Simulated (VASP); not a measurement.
# ZnH (F-43m) in VASP: a series of runs

One crystal, ZnH, is run at these levels: PBE, PBEsol, RPBE, revPBE, BLYP; tasks: band structure.

Everything below comes from runs of VASP 6.6.1. Logs are shortened: lines on timing, memory, paths and dates and some standing lists are left out, and cuts for length are marked.

### 1 The structure

It takes space group F-43m (No. 216, cubic). Conventional cell: a = 4.432 Å, b = 4.432 Å, c = 4.432 Å, α = 90.00°, β = 90.00°, γ = 90.00°. Around Zn (site symmetry -43m) lie 4 H at 1.92 Å. H (site symmetry -43m) is surrounded by 4 Zn at 1.92 Å.

The cell was built by a generator and needn't be a form met in nature.

### 2 Band structure, PBE

Input file INCAR:

```
SYSTEM = ZnH
  PREC = Accurate
  ENCUT = 520
  EDIFF = 1E-6
  ISMEAR = -1
  SIGMA = 0.05
  LREAL = .FALSE.
  LASPH = .TRUE.
  NELM = 100
  ALGO = Normal
  ISIF = 2
  LWAVE = .FALSE.
  LCHARG = .FALSE.
  GGA = PE
  NBANDS = 14
```

Input file KPOINTS:

```
regular mesh
0
G
  10 10 10
  0 0 0
```

Input file POSCAR:

```
ZnH
1.0
    0.0000000000      2.2159400000      2.2159400000
    2.2159400000      0.0000000000      2.2159400000
    2.2159400000      2.2159400000      0.0000000000
Zn H
1 1
Direct
    0.0000000000      0.0000000000      0.0000000000
    0.2500000000      0.2500000000      0.2500000000
```

Input file KPOINTS_OPT:

```
path GXWKGLUWLK,UX
20
line-mode
reciprocal
 0.0000000000  0.0000000000  0.0000000000  G
 0.5000000000  0.0000000000  0.5000000000  X

 0.5000000000  0.0000000000  0.5000000000  X
 0.5000000000  0.2500000000  0.7500000000  W

 0.5000000000  0.2500000000  0.7500000000  W
 0.3750000000  0.3750000000  0.7500000000  K

 0.3750000000  0.3750000000  0.7500000000  K
 0.0000000000  0.0000000000  0.0000000000  G

 0.0000000000  0.0000000000  0.0000000000  G
 0.5000000000  0.5000000000  0.5000000000  L

 0.5000000000  0.5000000000  0.5000000000  L
 0.6250000000  0.2500000000  0.6250000000  U

 0.6250000000  0.2500000000  0.6250000000  U
 0.5000000000  0.2500000000  0.7500000000  W

 0.5000000000  0.2500000000  0.7500000000  W
 0.5000000000  0.5000000000  0.5000000000  L

 0.5000000000  0.5000000000  0.5000000000  L
 0.3750000000  0.3750000000  0.7500000000  K

 0.6250000000  0.2500000000  0.6250000000  U
 0.5000000000  0.0000000000  0.5000000000  X
```

Potentials or basis: VASP PAW PBE potentials, release 64 (Zn, H).

On the command line:

```sh
> cat potpaw_PBE.64/Zn/POTCAR potpaw_PBE.64/H/POTCAR > POTCAR
> mpirun -np 1 vasp_std > vasp.out
```

OUTCAR:

```text
SYSTEM = ZnH
   PREC = Accurate
   ENCUT = 520
   EDIFF = 1E-6
   ISMEAR = -1
   LREAL = .FALSE.
   LASPH = .TRUE.
   NELM = 100
   ISIF = 2
   GGA = PE

 ion  position               nearest neighbor table
   1  0.000  0.000  0.000-   2 1.92   2 1.92   2 1.92   2 1.92
   2  0.250  0.250  0.250-   1 1.92   1 1.92   1 1.92   1 1.92

  LATTYP: Found a face centered cubic cell.
 ALAT       =     4.4318800000

  Lattice vectors:

 A1 = (   0.0000000000,   2.2159400000,   2.2159400000)
 A2 = (   2.2159400000,   0.0000000000,   2.2159400000)
 A3 = (   2.2159400000,   2.2159400000,   0.0000000000)

Analysis of symmetry for initial positions (statically):
=====================================================================
 Subroutine PRICEL returns:
 Original cell was already a primitive cell.

 Routine SETGRP: Setting up the symmetry group for a
 face centered cubic supercell.

 Subroutine GETGRP returns: Found 24 space group operations
 (whereof 24 operations were pure point group operations)
 out of a pool of 48 trial point group operations.

The static configuration has the point symmetry T_d .

Analysis of symmetry for dynamics (positions and initial velocities):
=====================================================================
 Subroutine PRICEL returns:
 Original cell was already a primitive cell.

 Routine SETGRP: Setting up the symmetry group for a
 face centered cubic supercell.

 Subroutine GETGRP returns: Found 24 space group operations
 (whereof 24 operations were pure point group operations)
 out of a pool of 48 trial point group operations.

The dynamic configuration has the point symmetry T_d .

 Subroutine INISYM returns: Found 24 space group operations
 (whereof 24 operations are pure point group operations),
 and found     1 'primitive' translations

----------------------------------------------------------------------------------------

                                     Primitive cell

  volume of cell :      21.7623

  direct lattice vectors                    reciprocal lattice vectors
     0.000000000  2.215940000  2.215940000    -0.225637878  0.225637878  0.225637878
     2.215940000  0.000000000  2.215940000     0.225637878 -0.225637878  0.225637878
     2.215940000  2.215940000  0.000000000     0.225637878  0.225637878 -0.225637878

  length of vectors
     3.133812401  3.133812401  3.133812401     0.390816269  0.390816269  0.390816269

  position of ions in fractional coordinates (direct lattice)
     0.000000000  0.000000000  0.000000000
     0.250000000  0.250000000  0.250000000

  ion indices of the primitive-cell ions
   primitive index   ion index
                 1           1
                 2           2

----------------------------------------------------------------------------------------

 KPOINTS: regular mesh

Automatic generation of k-mesh.
 Grid dimensions read from file:
 generate k-points for:   10   10   10

 Generating k-lattice:

  Cartesian coordinates                     Fractional coordinates (reciprocal lattice)
    -0.022563788  0.022563788  0.022563788     0.100000000  0.000000000  0.000000000
     0.022563788 -0.022563788  0.022563788     0.000000000  0.100000000  0.000000000
     0.022563788  0.022563788 -0.022563788     0.000000000  0.000000000  0.100000000

  Length of vectors
     0.039081627  0.039081627  0.039081627

  Shift w.r.t. Gamma in fractional coordinates (k-lattice)
     0.000000000  0.000000000  0.000000000

 Subroutine IBZKPT returns following result:
 ===========================================

 Found     47 irreducible k-points:

 Following reciprocal coordinates:
            Coordinates               Weight
  0.000000  0.000000  0.000000      1.000000
  0.100000  0.000000  0.000000      8.000000
  0.200000  0.000000  0.000000      8.000000
  0.300000  0.000000  0.000000      8.000000
  0.400000  0.000000  0.000000      8.000000
  0.500000  0.000000  0.000000      4.000000
[... 16 lines left out ...]
  0.300000  0.300000  0.000000      6.000000
  0.400000  0.300000  0.000000     24.000000
 [... further k-points ...]
   k-points           NKPTS =     47   k-points in BZ     NKDIM =     47   number of bands    NBANDS=     14
   number of dos      NEDOS =    301   number of ions     NIONS =      2
   total plane-waves  NPLWV =  13824
   dimension x,y,z NGX =    24 NGY =   24 NGZ =   24
   dimension x,y,z NGXF=    48 NGYF=   48 NGZF=   48
   ions per type =               1   1
   NGX,Y,Z   is equivalent  to a cutoff of  12.73, 12.73, 12.73 a.u.
   NGXF,Y,Z  is equivalent  to a cutoff of  25.46, 25.46, 25.46 a.u.
 SYSTEM =  ZnH
   PREC   = accura    normal or accurate (medium, high low for compatibility)
   ISTART =      0    job   : 0-new  1-cont  2-samecut
   ICHARG =      2    charge: 1-file 2-atom 10-const
   ISPIN  =      1    spin polarized calculation?
   LNONCOLLINEAR =      F non collinear calculations
   LSORBIT =      F    spin-orbit coupling
   LASPH  =      T    aspherical Exc in radial PAW
   ENCUT  =  520.0 eV  38.22 Ry    6.18 a.u.   5.83  5.83  5.83*2*pi/ulx,y,z
   NELM   =    100;   NELMIN=  2; NELMDL= -5     # of ELM steps
   EDIFF  = 0.1E-05   stopping-criterion for ELM
   LREAL  =      F    real-space projection
   EDIFFG = 0.1E-04   stopping-criterion for IOM
   NSW    =      0    number of steps for IOM
   IBRION =     -1    ionic relax: 0-MD 1-quasi-New 2-CG
   NFREE  =      0    steps in history (QN), initial steepest desc. (CG)
   ISIF   =      2    stress and relaxation
   ISYM   =      2    0-nonsym 1-usesym 2-fastsym
   POTIM  = 0.5000    time-step for ionic-motion
   TEBEG  =    0.0;   TEEND  =   0.0 temperature during run
   PSTRESS=    0.0 pullay stress
   NELECT =      13.0000    total number of electrons
   NUPDOWN=      -1.0000    fix difference up-down
   EMIN   =  10.00;   EMAX   =-10.00  energy-range for DOS
   EFERMI =   0.00;   METHOD = LEGACY
   ISMEAR =    -1;   SIGMA  =   0.05  broadening in eV -4-tet -1-fermi 0-gaus
   EFERMI_NEDOS =   21; number of points for ismear=-14 and -15
   IALGO  =     38    algorithm
   IMIX   =      4    mixing-type and parameters
     AMIX     =   0.40;   BMIX     =  1.00
     AMIX_MAG =   1.60;   BMIX_MAG =  1.00
  volume/ion in A,a.u.               =      10.88        73.43
  Fermi-wavevector in a.u.,A,eV,Ry     =   1.378758  2.605474 25.864305  1.900973
  Thomas-Fermi vector in A             =   2.503790
   LORBIT       =      0    0 simple, 1 ext, 2 COOP (PROOUT), +10 PAW based schemes
   GGA     = PE    functional components
   LHFCALC =     F    Hartree Fock is set to
   AEXX    =    0.0000 exact exchange contribution
   IVDW    =     0    specifies the selected vdW correction
   LEPSILON=     F    determine dielectric tensor
   LRPA    =     F    only Hartree local field effects (RPA)
 non-spin polarized calculation
  energy-cutoff  :      520.00
  volume of cell :       21.76
 maximum number of plane-waves:       600
   NGX = 11   NGY = 11   NGZ = 11

 number of electron      12.9999989 magnetization

 Free energy of the ion-electron system (eV)
  ---------------------------------------------------
  ext. energy  EPLUGINS =         0.00000000
  ---------------------------------------------------
  free energy    TOTEN  =        -3.54537139 eV

  energy without entropy =       -3.53823099  energy(sigma->0) =       -3.54180119

 E-fermi :   2.0756     XC(G=0): -10.4502

 val. band max:        1.9843609710   @ k =   0.5000   0.4000   0.0000
 cond. band min:       2.0959626696   @ k =  -0.3000   0.5000   0.2000
 fundamental gap:      0.1116016985
 Fermi energy:         2.0755743724

 k-point     1 :       0.0000    0.0000    0.0000
  band No.  band energies     occupation
      1      -8.7044      2.00000
      2      -5.4505      2.00000
      3      -5.4505      2.00000
      4      -5.4505      2.00000
      5      -5.2039      2.00000
      6      -5.2039      2.00000
      7       8.3532      0.00000
      8      14.8876      0.00000
      9      14.8876      0.00000
     10      14.8876      0.00000
     11      17.0043      0.00000
     12      17.0043      0.00000
     13      17.0043      0.00000
     14      21.2781      0.00000

 k-point     2 :       0.1000    0.0000    0.0000
  band No.  band energies     occupation
      1      -8.4986      2.00000
      2      -5.4628      2.00000
      3      -5.4321      2.00000
      4      -5.4321      2.00000
      5      -5.2076      2.00000
      6      -5.2076      2.00000
      7       7.8732      0.00000
      8      12.6646      0.00000
      9      14.2173      0.00000
     10      14.2173      0.00000
     11      17.9452      0.00000
     12      17.9452      0.00000
     13      19.1475      0.00000
     14      20.9693      0.00000

 k-point     3 :       0.2000    0.0000    0.0000
  band No.  band energies     occupation
      1      -7.9218      2.00000
      2      -5.4490      2.00000
      3      -5.3995      2.00000
      4      -5.3995      2.00000
      5      -5.2007      2.00000
      6      -5.2007      2.00000
      7       6.0466      0.00000
      8      10.9957      0.00000
      9      13.3128      0.00000
     10      13.3128      0.00000
     11      18.6299      0.00000
     12      18.6300      0.00000
     13      19.2537      0.00000
     14      21.0648      0.00000

 k-point     4 :       0.3000    0.0000    0.0000
  band No.  band energies     occupation
      1      -7.1788      2.00000
      2      -5.3969      2.00000
      3      -5.3969      2.00000
      4      -5.1916      2.00000
      5      -5.1524      2.00000
      6      -5.1524      2.00000
      7       3.3517      0.00000
      8      10.4555      0.00000
      9      12.6585      0.00000
     10      12.6585      0.00000
     11      17.4641      0.00000
     12      17.4641      0.00000
     13      18.0169      0.00000
     14      23.2136      0.00000

 k-point     5 :       0.4000    0.0000    0.0000
  band No.  band energies     occupation
      1      -6.7275      2.00000
      2      -5.4149      2.00000
      3      -5.4149      2.00000
      4      -5.0916      2.00000
      5      -5.0916      2.00000
      6      -4.2905      2.00000
      7       0.7781      2.00000
      8      10.2799      0.00000
      9      12.2871      0.00000
     10      12.2871      0.00000
     11      16.5225      0.00000
[... 276 lines left out ...]
 k-point    22 :      -0.2000    0.2000    0.0000
  band No.  band energies     occupation
      1      -6.9357      2.00000
      2      -5.4776      2.00000
      3      -5.3361      2.00000
      4      -5.2993      2.00000
      5      -5.2649      2.00000
      6      -4.7947      2.00000
      7       4.1303      0.00000
      8       6.7039      0.00000
      9      12.4439      0.00000
     10      13.0357      0.00000
     11      16.8346      0.00000
     12      18.8817      0.00000
     13      19.6213      0.00000
     14      21.1858      0.00000

 k-point    23 :       0.3000    0.3000    0.0000
  band No.  band energies     occupation
      1      -6.7240      2.00000
      2      -5.6062      2.00000
      3      -5.1976      2.00000
      4      -5.1976      2.00000
      5      -5.1088      2.00000
      6      -5.0171      2.00000
      7       5.1230      0.00000
      8       8.9029      0.00000
      9       8.9029      0.00000
     10       9.4912      0.00000
     11      12.5212      0.00000
     12      22.7750      0.00000
     13      25.7870      0.00000
     14      25.7871      0.00000

 k-point    24 :       0.4000    0.3000    0.0000
  band No.  band energies     occupation
      1      -6.4480      2.00000
      2      -5.6153      2.00000
      3      -5.2271      2.00000
      4      -5.1727      2.00000
      5      -5.0710      2.00000
      6      -4.2990      2.00000
      7       3.7847      0.00000
      8       6.6772      0.00000
      9       8.4400      0.00000
     10       9.6971      0.00000
     11      13.1851      0.00000
     12      22.6853      0.00000
     13      24.8262      0.00000
     14      27.4310      0.00000

 [... further k-points ...]

------------------------ aborting loop because EDIFF is reached ----------------------------------------

  FORCE on cell =-STRESS in cart. coord.  units (eV):
  Direction    XX          YY          ZZ          XY          YZ          ZX
  --------------------------------------------------------------------------------------
  -------------------------------------------------------------------------------------
  Total        0.0427343      0.0427343      0.0427343      0.0000000      0.0000000      0.0000000
  in kB        3.1461759      3.1461759      3.1461759      0.0000000      0.0000000      0.0000000
  external PRESSURE =       3.1461759 kB  Pullay stress =       0.0000000 kB

 VOLUME and BASIS-vectors are now :
 -----------------------------------------------------------------------------
  energy-cutoff  :      520.00
  volume of cell :       21.76
      direct lattice vectors                 reciprocal lattice vectors
     0.000000000  2.215940000  2.215940000    -0.225637878  0.225637878  0.225637878
     2.215940000  0.000000000  2.215940000     0.225637878 -0.225637878  0.225637878
     2.215940000  2.215940000  0.000000000     0.225637878  0.225637878 -0.225637878

 POSITION                                       TOTAL-FORCE (eV/Angst)
 -----------------------------------------------------------------------------------
      0.00000      0.00000      0.00000         0.000000      0.000000     -0.000000
      1.10797      1.10797      1.10797        -0.000000     -0.000000      0.000000
 -----------------------------------------------------------------------------------
    total drift:                               -0.000000     -0.000000     -0.000000

  FREE ENERGIE OF THE ION-ELECTRON SYSTEM (eV)
  ---------------------------------------------------
  free  energy   TOTEN  =        -3.5453713905 eV

  energy  without entropy=       -3.5382309865  energy(sigma->0) =       -3.54180119
```

It took 10 s on 1 thread of Intel Xeon 6975P-C (Granite Rapids), shared host; peak memory 0.16 GiB.

Results:

| Property | Result |
| --- | --- |
| Free energy | -3.5454 eV |
| Pressure | 0.3 GPa |
| Band gap along the path | none (metal or under the smearing width) |

Levels at the corners of the path, in eV from the Fermi level:
| point | band 4 | band 5 | band 6 | band 7 | band 8 | band 9 | band 10 | band 11 |
| --- | --- | --- | --- | --- | --- | --- | --- | --- |
| Γ | -7.53 | -7.28 | -7.28 | 6.28 | 12.81 | 12.81 | 12.81 | 14.93 |
| X | -7.12 | -7.12 | -4.76 | -0.58 | 5.36 | 5.36 | 5.40 | 9.27 |
| X | -7.12 | -7.12 | -4.76 | -0.58 | 5.36 | 5.36 | 5.40 | 9.27 |
| W | -7.26 | -7.12 | -3.78 | 0.13 | 1.14 | 2.41 | 12.73 | 15.78 |
| W | -7.26 | -7.12 | -3.78 | 0.13 | 1.14 | 2.41 | 12.73 | 15.78 |
| K | -7.23 | -7.17 | -4.12 | -0.40 | 0.86 | 6.46 | 7.76 | 14.85 |
| K | -7.23 | -7.17 | -4.12 | -0.40 | 0.86 | 6.46 | 7.76 | 14.85 |
| Γ | -7.53 | -7.28 | -7.28 | 6.28 | 12.81 | 12.81 | 12.81 | 14.93 |
| Γ | -7.53 | -7.28 | -7.28 | 6.28 | 12.81 | 12.81 | 12.81 | 14.93 |
| L | -7.14 | -7.14 | -5.45 | -2.74 | 8.16 | 10.09 | 10.09 | 14.11 |
| L | -7.14 | -7.14 | -5.45 | -2.74 | 8.16 | 10.09 | 10.09 | 14.11 |
| U | -7.23 | -7.17 | -4.12 | -0.40 | 0.86 | 6.46 | 7.76 | 14.85 |
| U | -7.23 | -7.17 | -4.12 | -0.40 | 0.86 | 6.46 | 7.76 | 14.85 |
| W | -7.26 | -7.12 | -3.78 | 0.13 | 1.14 | 2.41 | 12.73 | 15.78 |
| W | -7.26 | -7.12 | -3.78 | 0.13 | 1.14 | 2.41 | 12.73 | 15.78 |
| L | -7.14 | -7.14 | -5.45 | -2.74 | 8.16 | 10.09 | 10.09 | 14.11 |
| L | -7.14 | -7.14 | -5.45 | -2.74 | 8.16 | 10.09 | 10.09 | 14.11 |
| K | -7.23 | -7.17 | -4.12 | -0.40 | 0.86 | 6.46 | 7.76 | 14.85 |
| U | -7.23 | -7.17 | -4.12 | -0.40 | 0.86 | 6.46 | 7.76 | 14.85 |
| X | -7.12 | -7.12 | -4.76 | -0.58 | 5.36 | 5.36 | 5.40 | 9.27 |

### 3 Band structure, PBEsol

Changes to INCAR since step 2:

```diff
@@ -13,3 +13,3 @@
   LCHARG = .FALSE.
-  GGA = PE
+  GGA = PS
   NBANDS = 14
```

KPOINTS is that of step 2.

POSCAR is that of step 2.

KPOINTS_OPT is that of step 2.

Potentials or basis: VASP PAW PBE potentials, release 64 (Zn, H).

On the command line:

```sh
> cat potpaw_PBE.64/Zn/POTCAR potpaw_PBE.64/H/POTCAR > POTCAR
> mpirun -np 1 vasp_std > vasp.out
```

It took 10 s on 1 thread of Intel Xeon 6975P-C (Granite Rapids), shared host; peak memory 0.16 GiB.

The run converged. Its results:

- Free energy: -3.9640 eV
- Pressure: -3.1 GPa
- Band gap along the path: none (metal or under the smearing width)

Levels at the corners of the path, in eV from the Fermi level:
| point | band 5 | band 6 | band 7 | band 8 | band 9 | band 10 |
| --- | --- | --- | --- | --- | --- | --- |
| Γ | -7.24 | -7.24 | 6.45 | 12.77 | 12.77 | 12.77 |
| X | -7.08 | -4.69 | -0.60 | 5.32 | 5.32 | 5.45 |
| X | -7.08 | -4.69 | -0.60 | 5.32 | 5.32 | 5.45 |
| W | -7.08 | -3.68 | 0.10 | 1.12 | 2.36 | 12.79 |
| W | -7.08 | -3.68 | 0.10 | 1.12 | 2.36 | 12.79 |
| K | -7.13 | -4.04 | -0.43 | 0.82 | 6.42 | 7.77 |
| K | -7.13 | -4.04 | -0.43 | 0.82 | 6.42 | 7.77 |
| Γ | -7.24 | -7.24 | 6.45 | 12.77 | 12.77 | 12.77 |
| Γ | -7.24 | -7.24 | 6.45 | 12.77 | 12.77 | 12.77 |
| L | -7.10 | -5.40 | -2.77 | 8.24 | 10.06 | 10.06 |
| L | -7.10 | -5.40 | -2.77 | 8.24 | 10.06 | 10.06 |
| U | -7.13 | -4.04 | -0.43 | 0.82 | 6.42 | 7.77 |
| U | -7.13 | -4.04 | -0.43 | 0.82 | 6.42 | 7.77 |
| W | -7.08 | -3.68 | 0.10 | 1.12 | 2.36 | 12.79 |
| W | -7.08 | -3.68 | 0.10 | 1.12 | 2.36 | 12.79 |
| L | -7.10 | -5.40 | -2.77 | 8.24 | 10.06 | 10.06 |
| L | -7.10 | -5.40 | -2.77 | 8.24 | 10.06 | 10.06 |
| K | -7.13 | -4.04 | -0.43 | 0.82 | 6.42 | 7.77 |
| U | -7.13 | -4.04 | -0.43 | 0.82 | 6.42 | 7.77 |
| X | -7.08 | -4.69 | -0.60 | 5.32 | 5.32 | 5.45 |

Caveat: the PAW data sets were made with another functional, which shifts forces and pressure a little.

(Continued in part 2 of 2.)
